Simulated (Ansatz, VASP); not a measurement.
# ZnS (Sphalerite) in two plane-wave programs, part 2 of 2

One calculation is typed for both programs; each brings its own data sets and cutoff. How far apart do they land? The cell is taken from a series of VASP runs on this material, whose earlier steps may have relaxed, scaled or displaced it; both programs get it as it stands.

VASP 6.6.1 and Ansatz 0.2.0.

So far. Step 4 (Comparison): The walks stopped with 0.00 GPa left in Ansatz and -0.02 GPa in VASP; each walk ends within a tolerance, so the volume difference is uncertain by about these residues over the bulk modulus, most in soft cells.

### 5. VASP: relaxation of cell and atoms, PBE

Level of this step: PBE; plane waves and PAW (Zn, S) (VASP).

The relaxed volume is the usual yardstick between codes: its relative difference is about their pressure difference at one cell divided by the bulk modulus. The cell compared in this pair holds 40.76 Å³, against 38.49 Å³ for the pair before.

Contents of INCAR:

```
SYSTEM = ZnS
PREC = Accurate
ENCUT = 450
EDIFF = 1E-06
NELM = 100
ISMEAR = 0
SIGMA = 0.03
LREAL = .FALSE.
ALGO = Normal
GGA = PE
NBANDS = 15
LORBIT = 11
LWAVE = .FALSE.
LCHARG = .FALSE.
KPAR = 4
IBRION = 2
NSW = 50
ISIF = 3
EDIFFG = -0.006
```

Contents of POSCAR:

```
ZnS
1.0
    0.0000000000      2.7314304545      2.7314304545
    2.7314304545      0.0000000000      2.7314304545
    2.7314304545      2.7314304545      0.0000000000
Zn S
1 1
Direct
    0.0000000000      0.0000000000      0.0000000000
    0.7500000000      0.7500000000      0.7500000000
```

Contents of KPOINTS:

```
Automatic mesh
0
Gamma
8 8 8
0 0 0
```

The projector-augmented-wave data sets are Zn and S (PBE family, release 64).

On the command line:

```bash
$ mpirun -np 4 vasp_std
```

Numbers of over 12 decimals in the logs are rounded to 6 here.

The log of the run:

```text
[banner, memory and clock lines left out]
running    4 mpi-ranks, on    1 nodes
[...]
LDA part: xc-table for (Slater+PW92), standard interpolation
 POSCAR, INCAR and KPOINTS ok, starting setup
[...]
entering main loop
       N       E                     dE             d eps       ncg     rms          rms(c)
DAV:   1     0.846269866788E+02    0.84627E+02   -0.83904E+03   870   0.130E+03
DAV:   2    -0.175419975948E+01   -0.86381E+02   -0.81458E+02   982   0.252E+02
DAV:   3    -0.721803040493E+01   -0.54638E+01   -0.54390E+01  1059   0.638E+01
DAV:   4    -0.727771390878E+01   -0.59684E-01   -0.59669E-01  1045   0.695E+00
[...]
DAV:  11    -0.685000508298E+01    0.11038E-05   -0.36110E-05  1087   0.103E-01    0.577E-03
DAV:  12    -0.685000619241E+01   -0.11094E-05   -0.36870E-06  1017   0.225E-02    0.371E-03
DAV:  13    -0.685000626723E+01   -0.74820E-07   -0.62117E-07   758   0.965E-03
   1 F= -.68500063E+01 E0= -.68500063E+01  d E =-.685001E+01
[...]
DAV:   5    -0.685073421024E+01    0.11339E-03   -0.10617E-04  1311   0.179E-01    0.241E-02
DAV:   6    -0.685073147016E+01    0.27401E-05   -0.28902E-05   961   0.522E-02    0.108E-02
DAV:   7    -0.685073123358E+01    0.23658E-06   -0.10211E-06   662   0.127E-02
   2 F= -.68507312E+01 E0= -.68507312E+01  d E =-.724966E-03
 trial-energy change:   -0.000725  1 .order   -0.000672   -0.002011    0.000667
 step:   0.7718(harm=  0.7510)  dis= 0.00000  next Energy=    -6.850807 (dE=-0.800E-03)
[...]
N       E                     dE             d eps       ncg     rms          rms(c)
DAV:   1    -0.685223877933E+01   -0.15073E-02   -0.16593E-02  1080   0.275E+00    0.276E-01
DAV:   2    -0.685098429090E+01    0.12545E-02   -0.37952E-03  1087   0.175E+00    0.105E-01
DAV:   3    -0.685083591367E+01    0.14838E-03   -0.15218E-04  1010   0.108E-01    0.476E-02
DAV:   4    -0.685079987606E+01    0.36038E-04   -0.16673E-05  1115   0.673E-02    0.249E-02
DAV:   5    -0.685079237089E+01    0.75052E-05   -0.55590E-06  1293   0.410E-02    0.467E-03
DAV:   6    -0.685079226789E+01    0.10300E-06   -0.15145E-06   673   0.120E-02
   3 F= -.68507923E+01 E0= -.68507923E+01  d E =-.786001E-03
[...]
reached required accuracy - stopping structural energy minimisation
```

Parts of OUTCAR (step 5):

```text
  Total        0.0037556      0.0037556      0.0037556     -0.0000000      0.0000000      0.0000000
  in kB        0.1490177      0.1490177      0.1490177     -0.0000000      0.0000000      0.0000000
  external PRESSURE =       0.1490177 kB  Pullay stress =       0.0000000 kB

 POSITION                                       TOTAL-FORCE (eV/Angst)
 -----------------------------------------------------------------------------------
      0.00000      0.00000      0.00000         0.000000      0.000000      0.000000
      4.08443      4.08443      4.08443        -0.000000     -0.000000     -0.000000
 -----------------------------------------------------------------------------------
    total drift:                               -0.000000     -0.000000     -0.000000

  FREE ENERGIE OF THE ION-ELECTRON SYSTEM (eV)
  ---------------------------------------------------
  free  energy   TOTEN  =        -6.8507922679 eV

  energy  without entropy=       -6.8507922679  energy(sigma->0) =       -6.85079227

[... 2 parts as in an earlier step ...]

[... 2 further parts left out ...]
[key lines of the parts left out:]
E-fermi :   2.0494
```

### 6. Ansatz: relaxation of cell and atoms, PBE

The same cell, functional, mesh and smearing now go to Ansatz, which takes its cutoff from its data sets.

The cell is taken from a series of VASP runs on this material, whose earlier steps may have relaxed, scaled or displaced it; both programs get it as it stands.

Contents of input.yaml:

```yaml
crystal:
  lattice:
    - [0.0, 2.7314304545, 2.7314304545]
    - [2.7314304545, 0.0, 2.7314304545]
    - [2.7314304545, 2.7314304545, 0.0]
  atoms:
    - { symbol: Zn, position: [0.0, 0.0, 0.0] }
    - { symbol: S, position: [0.75, 0.75, 0.75] }
hamiltonian:
  xc: pbe
  pseudopotentials: { kind: paw }
kpoints:
  mp_grid: { grid: [8, 8, 8] }
scf:
  occupations: { method: gaussian, width: 0.03 }
relax:
  f_tol: 0.01
  max_steps: 60
  cell: { stress_tol: 0.05 }
output:
  forces: true
  stress: true
```

On the command line:

```bash
$ ansatz run input.yaml --threads 4 --pin off --max-ram 9216MiB --backend cpu --events-out ev --progress --plain --runs-dir out
```

The log of the run:

```text
[...]
Crystal: 2 atoms, lattice volume = 40.757 Å³
Basis set: ecut = 420 eV, 821 PW (Γ), exchange–correlation on 54×54×54 points (8 copies of the dense FFT grid, shifted against one another)
Bands: 13, of which v1, the nominal top of the filled ones, is band 9 counted from 1 (8 counted from 0)
Symmetry: 24 space group operations
[...]
k-points: 29 of 512 (time reversal used)
[...]
0.004993      -0.000000      -0.000000
       -0.000000       0.004993       0.000000
       -0.000000       0.000000       0.004993
  P = ⅓ Tr σ = 0.0050 GPa (0.050 kbar)
--- Relaxed structure (3 steps of the walk, 3 accepted, 1 SCFs on fresh bases) ---
[...]
cell:  # Å, volume = 40.3246 Å³
    - [0, 2.721741, 2.721741]
    - [2.721741, 0, 2.721741]
    - [2.721741, 2.721741, 0]
  atoms:
    - { symbol: Zn, position: [0, 0, 0] }
    - { symbol: S, position: [0.75, 0.75, 0.75] }
[key lines of the parts left out:]
SCF converged after 6 iterations
Free energy (F): -4222.734174 eV
Fermi energy:    6.514165 eV
```

Wall time 2.2 s (4 threads of Arm Neoverse V1, shared host); peak memory 0.32 GiB; 6.8 s of CPU time.

### 7. Comparison

Both answers:

```tsv
quantity	Ansatz	VASP	difference
volume (Å³)	40.32	40.38	-0.13 %
edge a after relaxation, in the typed setting (Å)	3.849	3.851	-0.04 %
```

The walks stopped with 0.00 GPa left in Ansatz and 0.01 GPa in VASP; each walk ends within a tolerance, so the volume difference is uncertain by about these residues over the bulk modulus, most in soft cells.

### 8. Summary of results

```yaml
difference_in_volume_relaxation_of_cell_and_atoms_pbesol: -0.17 %
difference_in_volume_relaxation_of_cell_and_atoms_pbe: -0.13 %
```

The difference in volume is -0.17 % (relaxation of cell and atoms, PBEsol), within the 1.2 % picked in this series as the mark of a large difference, as far as the stopping tolerances let one tell. How closely two codes agree says nothing of how well the functional describes the real material.

[Lines on the potential files, build, host, timing and source positions are cut from VASP's logs without a mark.]

[Logs are printed without paths, hosts, clocks, repeated set-up lines and the standing remarks that a program may print on its own settings, such as how far it seeks lower states.]

[Hosts, paths, dates, database ids (printed as entryN), source tags and the programs' standing remarks are cut or masked in the printed files.]
